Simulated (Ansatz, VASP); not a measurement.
**Two plane-wave programs on CdTe**

```xyz
2
Lattice="0.0000 3.2043 3.2043 3.2043 0.0000 3.2043 3.2043 3.2043 0.0000" Properties=species:S:1:pos:R:3 pbc="T T T"
Cd    0.0000    0.0000    0.0000
Te    1.6022    1.6022    1.6022
```

Alike in both runs: functional LDA; k mesh 8 × 8 × 8; no spin polarisation.

Ansatz relaxed the structure, and its values are those at the end. VASP's run is a single point on that final structure, the one shown.

|  | VASP | Ansatz |
| --- | --- | --- |
| version | VASP 6.6.1 | Ansatz 0.2.0 |
| potentials or method | VASP PAW LDA potentials, release 64 (Cd, Te) | scalar-relativistic, plane waves, PAW |
| plane-wave cutoff (eV) | 520 | 420 |
| occupations | gaussian, width 0.01 eV | fixed |
| valence electrons in the cell | 18 | 36 |

VASP gave:

| Item | Value |
| --- | --- |
| gap on the k mesh at the Fermi level (eV) | 0.66 |
| least direct gap on the mesh (eV) | 0.66 |
| pressure (GPa) | 0.3 |

Estimate Ansatz's values.

gap on the k mesh at the Fermi level (eV): 0.61; least direct gap on the mesh (eV): 0.61; pressure (GPa): 0.0.

The two sets of potentials don't hold the same shells in valence.

Caveats: spin-orbit coupling is left out, which moves the levels of the heavy elements.
